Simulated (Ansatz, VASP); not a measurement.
**Se in VASP and in Ansatz**

```
Se
1.0
     2.66932    0.00000    0.00000
     0.00000    2.66932    0.00000
     0.00000    0.00000    2.66932
Se
1
Cartesian
  0.0000 0.0000 0.0000
```

Change from the starting cell: volume scaled by 0.84, LAPW.

Alike in both runs: task single point; functional PBE; k mesh 15 × 15 × 15; occupations fermi-dirac, width 0.08 eV; no spin polarisation.

|  | VASP | Ansatz |
| --- | --- | --- |
| version | VASP 6.6.1 | Ansatz 0.2.0 |
| potentials or method | VASP PAW PBE potentials, release 64 (Se), cutoff 520 eV | all-electron LAPW, scalar-relativistic |

```csv
,VASP,Ansatz,Ansatz less VASP
pressure (GPa),18.4,18.2,-0.15
```

Ansatz ran all-electron here, so the differences hold the error of VASP's frozen core and of both bases.

Caveats: so large a pressure means that the cell lies far from this level's equilibrium, or that cutoff or potentials fall short (VASP).
